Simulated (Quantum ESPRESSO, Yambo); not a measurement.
# GaP (F-43m): a self-consistent loop beyond G0W0, cycle by cycle, part 2 of 2

How far does self-consistency move the gap of GaP (F-43m)?

Quantum ESPRESSO 7.5 and Yambo 5.3.0; PBE and many-body steps on it, plane waves. Known limits of the many-body steps: not at the basis limit; no spin-orbit coupling; coarse k mesh.

So far. Step 4 (G0W0): The gap on the mesh goes from 1.65 eV to 2.29 eV, a correction of +0.63 eV. Step 5 (evGW0, cycle 1): Against G0W0 in Yambo (4×4×4 mesh, 141 bands, screening to 210.9 eV, Godby-Needs plasmon pole), the gap moves by +0.064 eV.

### 6. evGW0, cycle 2

Level of this step: evGW0 on PBE, plane waves, norm-conserving pseudopotentials (Yambo).

The corrected levels of the last cycle go back in.

The input, gw3.in:

```
HF_and_locXC
gw0
dyson
ppa
em1d
rim_cut
RandQpts= 1000000
RandGvec= 1 RL
EXXRLvcs= 104 Ry
VXCRLvcs= 416 Ry
Chimod= "HARTREE"
% BndsRnXp
 1 | 141 |
%
NGsBlkXp= 15.5 Ry
% LongDrXp
 1 | 1 | 1 |
%
% GbndRnge
 1 | 141 |
%
DysSolver= "n"
ExtendOut
PPAPntXp= 27.21138 eV
% QPkrange
 1 | 8 | 10 | 17 |
%
GfnQPdb= "E < ./gw2_fix/ndb.QP"
```

Command:

```console
> OMP_NUM_THREADS=1 mpirun -n 4 yambo -F gw3.in -J gw3,gw1_W -C gw3 > gw3.log
```

The log of the run:

```text
 Yambo, version 5.3.0

 [02] CORE Variables Setup
 =========================

  [... cell, symmetries and grids as in the set-up ...]

  [02.05] Energies & Occupations
  ==============================

  [X] === General ===
  [X] Electronic Temperature                        :  0.000000  0.000000 [eV K]
  [X] Bosonic    Temperature                        :  0.000000  0.000000 [eV K]
  [X] Finite Temperature mode                       : no
  [X] El. density                                   :  0.64228E+24 [cm-3]
[...]
Sx RL components                                 :   4957

   QP @ state[ 1 ] K range                          :   1   8
   QP @ state[ 1 ] b range                          :  10  17
   GF energies kind                                 : Perdew, Burke & Ernzerhof(X)+Perdew, Burke & Ernzerhof(C)+ E < ./gw1/ndb.QP + @E Fit+ E < ./gw2_fix/
   GF WF`s kind                                     : Perdew, Burke & Ernzerhof(X)+Perdew, Burke & Ernzerhof(C)
   Xs energies kind                                 : Perdew, Burke & Ernzerhof(X)+Perdew, Burke & Ernzerhof(C)
   Xs WF`s kind                                     : Perdew, Burke & Ernzerhof(X)+Perdew, Burke & Ernzerhof(C)

 [13] Game Over & Game summary
```

Wall time 9.2 min (4 MPI ranks of Arm Neoverse V1, shared host); peak memory 1.8 GiB; 37 min of CPU time.

Numbers from this step:

| Quantity | Value |
| --- | --- |
| quasiparticle gap on the mesh | 2.355 eV |
| gap of the density functional on the mesh | 1.653 eV |
| k of the valence top | 0, 0, 0 |
| k of the conduction bottom | 0, -0.5, -0.5 |
| least direct quasiparticle gap on the computed points | 2.792 eV |

Against the cycle before, the gap moves by +0.006 eV.

The program's own table gives 2.482 eV, which is too large where the input levels are shifted: this version takes Σc at the unshifted level E₀, yet steps from the shifted one. The value above is the Newton step from E₀, E₀ + Z(Σc + Σx − Vxc), rebuilt from the printed columns.

### 7. evGW, cycle 1

This step: evGW on PBE, plane waves, norm-conserving pseudopotentials.

gw4.in, as its differences from gw3.in of step 6:

```diff
@@ -27,2 +27,3 @@
 %
-GfnQPdb= "E < ./gw2_fix/ndb.QP"
+GfnQPdb= "E < ./gw1/ndb.QP"
+XfnQPdb= "E < ./gw1/ndb.QP"
```

Command:

```console
> OMP_NUM_THREADS=1 mpirun -n 4 yambo -F gw4.in -J gw4 -C gw4 > gw4.log
```

The log of the run:

```text
 Yambo, version 5.3.0

 [02] CORE Variables Setup
 =========================

  [... cell, symmetries and grids as in the set-up ...]

  [02.05] Energies & Occupations
  ==============================

  [X] === General ===
  [X] Electronic Temperature                        :  0.000000  0.000000 [eV K]
  [X] Bosonic    Temperature                        :  0.000000  0.000000 [eV K]
  [X] Finite Temperature mode                       : no
  [X] El. density                                   :  0.64228E+24 [cm-3]
[...]
Sx RL components                                 :   4957

   QP @ state[ 1 ] K range                          :   1   8
   QP @ state[ 1 ] b range                          :  10  17
   GF energies kind                                 : Perdew, Burke & Ernzerhof(X)+Perdew, Burke & Ernzerhof(C)+ E < ./gw1/ndb.QP + @E Fit
   GF WF`s kind                                     : Perdew, Burke & Ernzerhof(X)+Perdew, Burke & Ernzerhof(C)
   Xs energies kind                                 : Perdew, Burke & Ernzerhof(X)+Perdew, Burke & Ernzerhof(C)
   Xs WF`s kind                                     : Perdew, Burke & Ernzerhof(X)+Perdew, Burke & Ernzerhof(C)

 [15] Game Over & Game summary
```

The job ended after 11 min (4 MPI ranks; peak memory 1.9 GiB; 43 min of CPU time).

Numbers from this step:

```
quasiparticle gap on the mesh                         : 2.435 eV
gap of the density functional on the mesh             : 1.653 eV
k of the valence top                                  : 0, 0, 0
k of the conduction bottom                            : 0, -0.5, -0.5
least direct quasiparticle gap on the computed points : 2.867 eV
```

Against G0W0 in Yambo (4×4×4 mesh, 141 bands, screening to 210.9 eV, Godby-Needs plasmon pole), the gap moves by +0.149 eV.

The program's own table gives 2.544 eV, which is too large where the input levels are shifted: this version takes Σc at the unshifted level E₀, yet steps from the shifted one. The value above is the Newton step from E₀, E₀ + Z(Σc + Σx − Vxc), rebuilt from the printed columns.

### 8. evGW, cycle 2

gw5.in, as its differences from gw4.in of step 7:

```diff
@@ -27,3 +27,3 @@
 %
-GfnQPdb= "E < ./gw1/ndb.QP"
-XfnQPdb= "E < ./gw1/ndb.QP"
+GfnQPdb= "E < ./gw4_fix/ndb.QP"
+XfnQPdb= "E < ./gw4_fix/ndb.QP"
```

Command:

```console
> OMP_NUM_THREADS=1 mpirun -n 4 yambo -F gw5.in -J gw5 -C gw5 > gw5.log
```

The log of the run:

```text
 Yambo, version 5.3.0

 [02] CORE Variables Setup
 =========================

  [... cell, symmetries and grids as in the set-up ...]

  [02.05] Energies & Occupations
  ==============================

  [X] === General ===
  [X] Electronic Temperature                        :  0.000000  0.000000 [eV K]
  [X] Bosonic    Temperature                        :  0.000000  0.000000 [eV K]
  [X] Finite Temperature mode                       : no
  [X] El. density                                   :  0.64228E+24 [cm-3]
[...]
Sx RL components                                 :   4957

   QP @ state[ 1 ] K range                          :   1   8
   QP @ state[ 1 ] b range                          :  10  17
   GF energies kind                                 : Perdew, Burke & Ernzerhof(X)+Perdew, Burke & Ernzerhof(C)+ E < ./gw1/ndb.QP + @E Fit+ E < ./gw4_fix/
   GF WF`s kind                                     : Perdew, Burke & Ernzerhof(X)+Perdew, Burke & Ernzerhof(C)
   Xs energies kind                                 : Perdew, Burke & Ernzerhof(X)+Perdew, Burke & Ernzerhof(C)
   Xs WF`s kind                                     : Perdew, Burke & Ernzerhof(X)+Perdew, Burke & Ernzerhof(C)

 [15] Game Over & Game summary
```

It took 11 min on 4 MPI ranks; peak memory 1.9 GiB.

Numbers from this step:

| Property | Result |
| --- | --- |
| quasiparticle gap on the mesh | 2.471 eV |
| gap of the density functional on the mesh | 1.653 eV |
| k of the valence top | 0, 0, 0 |
| k of the conduction bottom | 0, -0.5, -0.5 |
| least direct quasiparticle gap on the computed points | 2.910 eV |

Against the cycle before, the gap moves by +0.036 eV.

The program's own table gives 2.602 eV, which is too large where the input levels are shifted: this version takes Σc at the unshifted level E₀, yet steps from the shifted one. The value above is the Newton step from E₀, E₀ + Z(Σc + Σx − Vxc), rebuilt from the printed columns.

### 9. evGW, cycle 3

gw6.in, as its differences from gw5.in of step 8:

```diff
@@ -27,3 +27,3 @@
 %
-GfnQPdb= "E < ./gw4_fix/ndb.QP"
-XfnQPdb= "E < ./gw4_fix/ndb.QP"
+GfnQPdb= "E < ./gw5_fix/ndb.QP"
+XfnQPdb= "E < ./gw5_fix/ndb.QP"
```

Command:

```console
> OMP_NUM_THREADS=1 mpirun -n 4 yambo -F gw6.in -J gw6 -C gw6 > gw6.log
```

The log of the run:

```text
 Yambo, version 5.3.0

 [02] CORE Variables Setup
 =========================

  [... cell, symmetries and grids as in the set-up ...]

  [02.05] Energies & Occupations
  ==============================

  [X] === General ===
  [X] Electronic Temperature                        :  0.000000  0.000000 [eV K]
  [X] Bosonic    Temperature                        :  0.000000  0.000000 [eV K]
  [X] Finite Temperature mode                       : no
  [X] El. density                                   :  0.64228E+24 [cm-3]
[...]
Sx RL components                                 :   4957

   QP @ state[ 1 ] K range                          :   1   8
   QP @ state[ 1 ] b range                          :  10  17
   GF energies kind                                 : Perdew, Burke & Ernzerhof(X)+Perdew, Burke & Ernzerhof(C)+ E < ./gw1/ndb.QP + @E Fit+ E < ./gw4_fix/
   GF WF`s kind                                     : Perdew, Burke & Ernzerhof(X)+Perdew, Burke & Ernzerhof(C)
   Xs energies kind                                 : Perdew, Burke & Ernzerhof(X)+Perdew, Burke & Ernzerhof(C)
   Xs WF`s kind                                     : Perdew, Burke & Ernzerhof(X)+Perdew, Burke & Ernzerhof(C)

 [15] Game Over & Game summary
```

Wall time 11 min (4 MPI ranks); peak memory 1.9 GiB; 42 min of CPU time.

This step gave:

- quasiparticle gap on the mesh: 2.481 eV
- gap of the density functional on the mesh: 1.653 eV
- k of the valence top: 0, 0, 0
- k of the conduction bottom: 0, -0.5, -0.5
- least direct quasiparticle gap on the computed points: 2.922 eV

Against the cycle before, the gap moves by +0.010 eV.

The program's own table gives 2.617 eV, which is too large where the input levels are shifted: this version takes Σc at the unshifted level E₀, yet steps from the shifted one. The value above is the Newton step from E₀, E₀ + Z(Σc + Σx − Vxc), rebuilt from the printed columns.

### 10. evGW, cycle 4

gw7.in, as its differences from gw6.in of step 9:

```diff
@@ -27,3 +27,3 @@
 %
-GfnQPdb= "E < ./gw5_fix/ndb.QP"
-XfnQPdb= "E < ./gw5_fix/ndb.QP"
+GfnQPdb= "E < ./gw6_fix/ndb.QP"
+XfnQPdb= "E < ./gw6_fix/ndb.QP"
```

Command:

```console
> OMP_NUM_THREADS=1 mpirun -n 4 yambo -F gw7.in -J gw7 -C gw7 > gw7.log
```

The log of the run:

```text
 Yambo, version 5.3.0

 [02] CORE Variables Setup
 =========================

  [... cell, symmetries and grids as in the set-up ...]

  [02.05] Energies & Occupations
  ==============================

  [X] === General ===
  [X] Electronic Temperature                        :  0.000000  0.000000 [eV K]
  [X] Bosonic    Temperature                        :  0.000000  0.000000 [eV K]
  [X] Finite Temperature mode                       : no
  [X] El. density                                   :  0.64228E+24 [cm-3]
[...]
Sx RL components                                 :   4957

   QP @ state[ 1 ] K range                          :   1   8
   QP @ state[ 1 ] b range                          :  10  17
   GF energies kind                                 : Perdew, Burke & Ernzerhof(X)+Perdew, Burke & Ernzerhof(C)+ E < ./gw1/ndb.QP + @E Fit+ E < ./gw4_fix/
   GF WF`s kind                                     : Perdew, Burke & Ernzerhof(X)+Perdew, Burke & Ernzerhof(C)
   Xs energies kind                                 : Perdew, Burke & Ernzerhof(X)+Perdew, Burke & Ernzerhof(C)
   Xs WF`s kind                                     : Perdew, Burke & Ernzerhof(X)+Perdew, Burke & Ernzerhof(C)

 [15] Game Over & Game summary
```

Run time: 11 min. Hardware: 4 MPI ranks; peak memory 1.9 GiB.

Numbers from this step:

```
quasiparticle gap on the mesh                         : 2.484 eV
gap of the density functional on the mesh             : 1.653 eV
k of the valence top                                  : 0, 0, 0
k of the conduction bottom                            : 0, -0.5, -0.5
least direct quasiparticle gap on the computed points : 2.926 eV
```

Against the cycle before, the gap moves by +0.003 eV.

The program's own table gives 2.622 eV, which is too large where the input levels are shifted: this version takes Σc at the unshifted level E₀, yet steps from the shifted one. The value above is the Newton step from E₀, E₀ + Z(Σc + Σx − Vxc), rebuilt from the printed columns.

### 11. Side by side

Times are wall times on 4 MPI ranks of Arm Neoverse V1, shared host, good to a factor of about two.

| run | mesh | bands | screening cutoff (eV) | DFT gap (eV) | gap on the mesh (eV) | direct (eV) | time |
| --- | --- | --- | --- | --- | --- | --- | --- |
| G0W0 | 4×4×4 | 141 | 210.9 | 1.653 | 2.285 | 2.691 | 11 min |
| evGW0, cycle 1 | 4×4×4 | 141 | 210.9 | 1.653 | 2.349 | 2.782 | 9.1 min |
| evGW0, cycle 2 | 4×4×4 | 141 | 210.9 | 1.653 | 2.355 | 2.792 | 9.2 min |
| evGW, cycle 1 | 4×4×4 | 141 | 210.9 | 1.653 | 2.435 | 2.867 | 11 min |
| evGW, cycle 2 | 4×4×4 | 141 | 210.9 | 1.653 | 2.471 | 2.910 | 11 min |
| evGW, cycle 3 | 4×4×4 | 141 | 210.9 | 1.653 | 2.481 | 2.922 | 11 min |
| evGW, cycle 4 | 4×4×4 | 141 | 210.9 | 1.653 | 2.484 | 2.926 | 11 min |

### 12. What came out

```
G0W0           : 2.285 eV
evGW0, cycle 1 : 2.349 eV
evGW0, cycle 2 : 2.355 eV
evGW, cycle 1  : 2.435 eV
evGW, cycle 2  : 2.471 eV
evGW, cycle 3  : 2.481 eV
evGW, cycle 4  : 2.484 eV
known limits   : not at the basis limit; no spin-orbit coupling; coarse k mesh
```

**Reading.** evGW0 ends at 2.36 eV, +0.07 eV from G0W0, after 2 cycles that took 18 min beside the first screening; the last moved the gap by 0.006 eV. evGW ends at 2.48 eV, +0.20 eV from G0W0, after 4 cycles that took 43 min beside the first screening; the last moved the gap by 0.003 eV. Against experiment, by evGW, cycle 4: the gap of 2.48 eV lies +0.23 eV from the measured 2.25 ± 0.04 eV (indirect, 300 K, on Si, 2020). These are gaps on the mesh, at modest bands and cutoff. The calculation has static nuclei and no excitons; a measured gap holds zero-point and thermal motion, which mostly lowers it. Bands and cutoff are finite, so the gap is not at the basis limit. The miss can reach some tenths of an eV and take either sign; the mesh is an error of its own. A denser mesh or path gives a starting gap of 1.59 eV: the GW mesh misses a band edge, so its gaps are not the fundamental one. The 4×4×4 mesh is coarse for this cell, which bears on the long-range parts of exchange and screening. The many-body steps are scalar-relativistic: spin-orbit coupling is not in them.

[Paths, hosts, dates, memory and timing lines, banners, echoed tables and standing remarks are left out of the program output.]

[Logs are printed without paths, hosts, clocks, repeated set-up lines and the standing remarks that a program may print on its own settings, such as how far it seeks lower states.]

[Runs of the session that timed out or met a known fault of the program may be left out.]

[Hosts, paths, dates, database ids (printed as entryN), source tags and the programs' standing remarks are cut or masked in the printed files.]
